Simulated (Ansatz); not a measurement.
## Carriers in Li$_{2}$O (Fm-3m)

```
Li O
1.0
     0.00000    2.28993    2.28993
     2.28993    0.00000    2.28993
     2.28993    2.28993    0.00000
Li O
2 1
Direct
  0.25000 0.25000 0.25000
  0.75000 0.75000 0.75000
  0.00000 0.00000 0.00000
```

Computed, not measured; unless marked otherwise by PBEsol, all-electron LAPW in Ansatz 0.2.0, scalar-relativistic. k mesh 8×8×8, fixed occupations, basis error target 1 meV/atom. The cell was relaxed by PAW under this functional.

Extrema are searched on a 12×12×12 mesh and refined by Newton steps; masses come from band slopes 0.005 Å⁻¹ away, 1/m* = (1/ħ²) d²E/dk², negative for holes (the finite step makes the lightest masses up to about 3 % heavy). k is in units of the reciprocal vectors.

(1) Where are the band edges, and is the gap direct?

(2) What are the electron masses at the edge?

(3) Several bands lie at or near the hole edge, or its surface isn't an ellipsoid. What are the masses by direction?

(4) Along the Cartesian direction 110 the conduction slope is 0.06821 eV·Å one step out. What is it four steps out, and what does that say?

(5) What electronic dielectric constant and refractive index follow from the same bands (independent particles)?

(6) What gap does PAW give in the same cell?

(7) Cells strained by ±0.5 % (all lengths, zz alone, equal engineering shears γ in yz, zx, xy; ions relaxed) give deformation potentials. How do the edge levels move, in eV per unit strain against the centre of the top valence set?

Answers

(1) The valence maximum lies at Gamma (0.000, 0.000, 0.000) and the conduction minimum at X (0.000, -0.500, -0.500), so the Kohn-Sham gap of 4.879 eV is indirect; the least direct gap on the mesh is 5.346 eV. A further conduction extremum at Gamma (0.000, 0.000, 0.000) lies 0.467 eV from the edge (1 equivalent point).

(2) The principal masses are 0.425, 0.425, 0.813 mₑ. One valley has a density-of-states mass (m₁m₂m₃)^(1/3) = 0.528; 3 valleys give N^(2/3) times that, 1.1; the direction-averaged conductivity mass 3/Σ(1/mᵢ) is 0.506 mₑ.

(3) 

| direction | branch from the edge | its level at the point (eV from the edge) | m*/mₑ |
| --- | --- | --- | --- |
| 100 | 1 | 0.000 | -1.73 |
| 100 | 2 | 0.000 | -1.73 |
| 100 | 3 | 0.000 | -0.912 |
| 110 | 1 | 0.000 | -13.9 |
| 110 | 2 | 0.000 | -1.73 |
| 110 | 3 | 0.000 | -0.624 |
| 111 | 1 | 0.000 | -4.15 |
| 111 | 2 | 0.000 | -4.15 |
| 111 | 3 | 0.000 | -0.564 |
| 11-2 | 1 | 0.000 | -4.99 |
| 11-2 | 2 | 0.000 | -2.44 |
| 11-2 | 3 | 0.000 | -0.608 |

(4) 0.2727 eV·Å, 3.998 times the first; a parabola would give 4, so the band is nearly parabolic here.

(5) ε∞ = (3.01, 3.01, 3.01), so n ≈ √ε∞ = 1.73 (mean over directions) well under the gap and the normal reflectivity is ((n − 1)/(n + 1))² = 0.072. Local fields, left out here, lower ε∞ by several per cent.

(6) 4.879 eV, 0 meV from the LAPW value.

(7) 

```json
{"point": "Gamma", "k": "0.00 0.00 0.00", "side": "valence", "bands": "3", "level (eV)": "0.000", "d/dlnV": "0.00", "d/dε_zz": "0.00", "d/dγ": "0.00*", "split/ε_zz": "3.10", "split/γ": "3.66"}
{"point": "Gamma", "k": "0.00 0.00 0.00", "side": "conduction", "bands": "1", "level (eV)": "5.346", "d/dlnV": "-7.49", "d/dε_zz": "-7.49", "d/dγ": "0.00*", "split/ε_zz": "–", "split/γ": "–"}
{"point": "X", "k": "0.00 -0.50 -0.50", "side": "valence", "bands": "2", "level (eV)": "-1.447", "d/dlnV": "1.75", "d/dε_zz": "-0.08", "d/dγ": "0.01*", "split/ε_zz": "0.46", "split/γ": "7.51"}
{"point": "X", "k": "0.00 -0.50 -0.50", "side": "conduction", "bands": "1", "level (eV)": "4.879", "d/dlnV": "-1.83", "d/dε_zz": "-2.89", "d/dγ": "0.00*", "split/ε_zz": "–", "split/γ": "–"}
{"point": "X", "k": "-0.50 -0.50 0.00", "side": "valence", "bands": "2", "level (eV)": "-1.447", "d/dlnV": "1.75", "d/dε_zz": "5.41", "d/dγ": "0.01*", "split/ε_zz": "0.00", "split/γ": "7.51"}
{"point": "X", "k": "-0.50 -0.50 0.00", "side": "conduction", "bands": "1", "level (eV)": "4.879", "d/dlnV": "-1.83", "d/dε_zz": "0.28", "d/dγ": "0.00*", "split/ε_zz": "–", "split/γ": "–"}
{"point": "L", "k": "-0.50 0.00 0.00", "side": "valence", "bands": "2", "level (eV)": "-0.466", "d/dlnV": "0.57", "d/dε_zz": "0.57", "d/dγ": "-1.27", "split/ε_zz": "5.32", "split/γ": "0.49"}
{"point": "L", "k": "-0.50 0.00 0.00", "side": "conduction", "bands": "1", "level (eV)": "9.261", "d/dlnV": "-6.60", "d/dε_zz": "-6.60", "d/dγ": "1.83", "split/ε_zz": "–", "split/γ": "–"}
{"point": "L", "k": "-0.50 -0.50 -0.50", "side": "valence", "bands": "2", "level (eV)": "-0.466", "d/dlnV": "0.57", "d/dε_zz": "0.57", "d/dγ": "3.80", "split/ε_zz": "5.32", "split/γ": "0.00"}
{"point": "L", "k": "-0.50 -0.50 -0.50", "side": "conduction", "bands": "1", "level (eV)": "9.261", "d/dlnV": "-6.60", "d/dε_zz": "-6.60", "d/dγ": "-5.50", "split/ε_zz": "–", "split/γ": "–"}
```

For the triplet at Γ the single level moves against the pair by 3bε_zz and by 3√3 d (γ/2), so b = -1.03 eV and d = -1.41 eV.

Sets with another level within 0.15 eV are left out, since it mixes in under strain; the reference set stays in any case. Entries marked * vanish by symmetry to first order; what they show is the residue of the finite step. These cells use a basis error target of 0.5 meV/atom.

Limits of these numbers: semilocal gaps are low, and what follows the gap (onsets, screening, light masses) shifts with it; without spin-orbit coupling, bands that meet at the valence top are not the light and heavy holes of experiment; the frozen-core PAW files of the compared runs were fitted under PBE, their cores solved anew for this functional.
